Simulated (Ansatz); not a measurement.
# HgTe: the cost of one run

Method: reference: DFT, PBE, plane waves, PAW, in Ansatz 0.2.0.

5 further runs of the same task are left out: 5 that didn't finish.

**1. The starting structure**

Symmetry: Fm-3m, No. 225, cubic system. Conventional cell: a = 6.087 Å, b = 6.087 Å, c = 6.087 Å, α = 90.00°, β = 90.00°, γ = 90.00°. Hg (site symmetry m-3m) has 6 Te at 3.04 Å as nearest neighbours. Te (site symmetry m-3m) is surrounded by 6 Hg at 3.04 Å.

As a file:

```
Hg Te
1.0
     0.00000    3.04345    3.04345
     3.04345    0.00000    3.04345
     3.04345    3.04345    0.00000
Hg Te
1 1
Direct
  0.00000 0.00000 0.00000
  0.50000 0.50000 0.50000
```

**2. Baseline**

Contents of input.yaml:

```yaml
crystal:
  lattice:
    - [0.0, 3.0434522822, 3.0434522822]
    - [3.0434522822, 0.0, 3.0434522822]
    - [3.0434522822, 3.0434522822, 0.0]
  atoms:
    - { symbol: Hg, position: [0.0, 0.0, 0.0] }
    - { symbol: Te, position: [0.5, 0.5, 0.5] }
kpoints:
  mp_grid: { grid: [6, 6, 6] }
hamiltonian:
  xc: pbe
scf:
  occupations: { method: fermi_dirac, width: 0.02 }
  n_extra_bands: 4
output:
  forces: true
  stress: true
  eigenvalues: true
```

The run is started by

```bash
> ansatz run input.yaml --threads 4 --pin off --max-ram 3686MiB --backend cpu --events-out ev --progress --plain --runs-dir out
```

Q: Estimate wall time and peak memory on 4 threads of an x86-64 CPU, shared host.

About 1.4 s, with a peak of 0.37 GiB.
